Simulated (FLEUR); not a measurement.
The system is C.

```
C
1.0
     0.00000    1.78337    1.78337
     1.78337    0.00000    1.78337
     1.78337    1.78337    0.00000
C
2
Direct
  0.75000 0.75000 0.75000
  0.50000 0.50000 0.50000
```

This isn't the form of C at room conditions, which is graphite.

- Program: FLEUR MaX-R8.1 (later development tree)
- Task: single point
- Functional: PBE
- Potentials or basis: all-electron
- Basis: FLAPW
- Kmax: 5.5 1/bohr
- k mesh: 13 × 13 × 13
- Occupations: fermi-dirac, width 0.05 eV
- Spin: no spin polarisation
- Gmax: 17 1/bohr
- Muffin-tin radii: C 1.31 bohr
- lmax: C 8
- Local orbitals a species: C 3
- Max iterations: 60
- Mixing factor: 0.05
- Mixer: Anderson
- Mixer history: 15
- Density convergence: 1e-05 me/bohr^3

On this cell: largest force zero by symmetry; band gap on the k mesh 4.15 eV, indirect (least direct gap 5.60 eV).

The same run follows on a disturbed copy (atoms moved at random, drawn with an rms of 0.05 Å):

```
C
1.0
     0.00000    1.78337    1.78337
     1.78337    0.00000    1.78337
     1.78337    1.78337    0.00000
C
2
Direct
  0.74778 0.75306 0.75416
  0.48928 0.49860 0.49360
```

Q: What does the disturbed cell give?

A: The energy moves by +21.0 meV/atom; largest force 1.664 eV/Å; band gap on the k mesh 3.24 eV, indirect (least direct gap 3.99 eV).

Forces on the atoms (eV/Å):
```
C   -0.899 -1.184 -0.748
C    0.899  1.184  0.748
```

Caveats: an odd mesh through Γ misses points on the zone boundary, where band edges often lie.
